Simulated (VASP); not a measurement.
Runs of VASP 6.6.1 on InSb. It takes space group I-4m2 (No. 119, tetragonal). The conventional cell has a = 5.808 Å, b = 5.808 Å, c = 3.171 Å, α = 90.00°, β = 90.00°, γ = 90.00°. Around In (site symmetry -4m2) lie 4 Sb at 3.01 Å and 2 In at 3.17 Å. Sb (site symmetry -4m2) has 4 In at 3.01 Å and 2 Sb at 3.17 Å as nearest neighbours. Measurements of this composition are mostly on another form, of space group No. 216.

```csv
level,k mesh,cutoff (eV),smearing,gap on the mesh (eV),pressure (GPa)
PBEsol,14 × 14 × 14,520,gaussian 0.5 eV,none,(a)
PBEsol,22 × 22 × 22,520,gaussian 0.1 eV,none,0.0
PBEsol,14 × 14 × 14,900,gaussian 0.1 eV,none,0.0
r2SCAN,14 × 14 × 14,520,gaussian 0.1 eV,none,1.7
PBEsol,14 × 14 × 14,700,gaussian 0.1 eV,none,0.0
```

Alike in all rows: task single point; potentials or basis VASP PAW PBE potentials, release 64 (In_d, Sb); no spin polarisation; cell as given.

Task: Estimate the missing entries.

Result: (a) 0.2.

Caveats: the PAW data sets were made with another functional, which shifts forces and pressure a little.

A k mesh can miss the band edges, and the runs leave out spin-orbit coupling on In, Sb.

A gap of «none» marks a metal or a gap under the smearing width.
